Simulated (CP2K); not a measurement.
The system is CuCl2.

```xyz
3
Lattice="4.5206 0.0000 0.0000 0.0000 4.5206 0.0000 0.0000 0.0000 4.3177" Properties=species:S:1:pos:R:3 pbc="T T T"
Cu    0.0000    0.0000    0.0000
Cl    0.0000    2.2603    0.0000
Cl    2.2603    0.0000    0.0000
```

Measurements of this composition are mostly on another form, of space group No. 12.

```yaml
Program: CP2K 2026.2
Task: relaxation of cell and atoms
Functional: LDA
Potentials_or_basis: GTH_POTENTIALS Cu GTH-PADE-q11, Cl GTH-PADE-q7; TZVP-MOLOPT-PBE-GTH basis
Density_cutoff: 6123 eV
k_mesh: 5 × 5 × 5
Occupations: fermi-dirac, width 0.05 eV
Spin: no spin polarisation
```

At the start: pressure -2.8 GPa; volume 29.41 Å³/atom.

Question: How do energy, volume and symmetry change on relaxing?

Answer: Over 17 steps the energy falls by 35.0 meV/atom and the volume is 23.41 Å³/atom (-20.4 %); space group P4/mmm (No. 123, to 0.05 Å).

The path:
```tsv
step	energy change (eV)	largest force (eV/Å)	volume (Å³)
1	0.0000	0.0000	88.24
2	-0.0046	0.0000	88.03
3	-0.0519	0.0000	83.21
4	-0.0532	0.0000	83.90
5	-0.0533	0.0000	83.82
6	-0.0536	0.0000	83.56
7	-0.0543	0.0000	83.08
8	-0.0563	0.0000	81.83
9	-0.0619	0.0000	78.69
10	-0.0719	0.0000	73.15
11	-0.0793	0.0000	68.21
12	-0.0960	0.0000	69.75
13	-0.1048	0.0000	69.54
14	-0.1051	0.0000	70.50
15	-0.1051	0.0000	70.25
16	-0.1051	0.0000	70.23
17	-0.1051	0.0000	70.23
```

Final structure:
```yaml
crystal:
  lattice:
    - [4.41832, 0.00000, 0.00000]
    - [0.00000, 4.41832, 0.00000]
    - [0.00000, 0.00000, 3.59746]
  atoms:
    - { symbol: Cu, position: [0.00000, 0.00000, 0.00000] }
    - { symbol: Cl, position: [0.00000, 0.50000, 0.00000] }
    - { symbol: Cl, position: [0.50000, 0.00000, 0.00000] }
```

Caveat: the volume moved by over 15 % at a fixed basis, so the end points are rough; the basis of atomic orbitals isn't converged, which shifts pressures, moduli and gaps; an odd number of electrons without spin polarisation forces a metal; a magnetic or distorted state may lie lower; the run has no spin polarisation, though such a crystal can be magnetic.
